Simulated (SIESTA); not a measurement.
Runs of SIESTA 5.4.2 on HgTe (Coloradoite). Symmetry: F-43m, No. 216, cubic system. The conventional cell has a = 6.429 Å, b = 6.429 Å, c = 6.429 Å, α = 90.00°, β = 90.00°, γ = 90.00°. Hg (site symmetry -43m) is surrounded by 4 Te at 2.78 Å. Te (site symmetry -43m) has 4 Hg at 2.78 Å as nearest neighbours. 

```csv
level,potentials or basis,spin,k mesh,energy shift,gap on the mesh (eV),pressure (GPa)
PBE,"PseudoDojo 0.4 standard (PBE files, fully relativistic), DZP (energy shift 0.003 Ry; two zetas on semicore shells)","non-collinear, zero start, SOC",5 × 5 × 5,0.003 Ry,none,(b)
vdW-DF-cx,"PseudoDojo 0.4 standard (PBE files), DZP (energy shift 0.003 Ry; two zetas on semicore shells)",off,7 × 7 × 7,0.003 Ry,none,3.2
PBE,"PseudoDojo 0.4 standard (PBE files), TZP (energy shift 0.003 Ry; two zetas on semicore shells)",off,7 × 7 × 7,0.003 Ry,none,4.4
PBE,"PseudoDojo 0.4 standard (PBE files), TZP (energy shift 0.01 Ry)",off,7 × 7 × 7,0.01 Ry,0.39,1.3
AM05,"PseudoDojo 0.4 standard (PBEsol files), DZP (energy shift 0.003 Ry; two zetas on semicore shells)",off,7 × 7 × 7,0.003 Ry,none,(a)
```

Alike in all rows: task band structure; cell as given; smearing fermi-dirac 0.05 eV; grid cutoff 800 Ry.

Problem. Estimate the missing entries.

Solution. (a) 3.1; (b) 4.9.

Caveats: the valence orbitals were made in a potential fitted to the semicore shell under them, which widens gaps by tenths of an eV or more; the basis of atomic orbitals isn't converged, which shifts pressures, moduli and gaps; short orbitals over semicore shells can move pressures by several GPa (some runs); spin-orbit coupling is left out, which moves the levels of the heavy elements (some runs); the potentials were made for another functional, which shifts forces and pressure (some runs); semicore shells carry a single zeta, which can move pressures by several GPa and volumes by a few percent (some runs).

A k mesh can miss the band edges, and rows without SOC leave out spin-orbit coupling on Hg, Te.

A gap of «none» marks a metal or a gap under the smearing width.
